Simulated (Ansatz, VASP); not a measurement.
# One calculation of BAs, two programs

```
CELL_PARAMETERS angstrom
0.00000 2.38192 2.38192
2.38192 0.00000 2.38192
2.38192 2.38192 0.00000
ATOMIC_POSITIONS crystal
B 0.00000 0.00000 0.00000
As 0.25000 0.25000 0.25000
```

Alike in both runs: functional PBE; dispersion D3(BJ); k mesh 10 × 10 × 10; occupations gaussian, width 0.02 eV; no spin polarisation.

Ansatz relaxed the structure, and its values are those at the end. VASP's run is a single point on that final structure, the one shown.

|  | VASP | Ansatz |
| --- | --- | --- |
| version | VASP 6.6.1 | Ansatz 0.2.0 |
| potentials or method | VASP PAW PBE potentials, release 64 (B, As) | scalar-relativistic, plane waves, PAW |
| plane-wave cutoff (eV) | 520 | 420 |
| valence electrons in the cell | 8 | 18 |

Ansatz gave:

| Property | Result |
| --- | --- |
| gap on the k mesh at the Fermi level (eV) | 1.18 |
| least direct gap on the mesh (eV) | 3.29 |
| pressure (GPa) | 0.0 |

Q: Which values does VASP return?

A: gap on the k mesh at the Fermi level (eV): 1.17; least direct gap on the mesh (eV): 3.29; pressure (GPa): 0.7.

The two sets of potentials don't hold the same shells in valence.

A k mesh can miss the band edges.
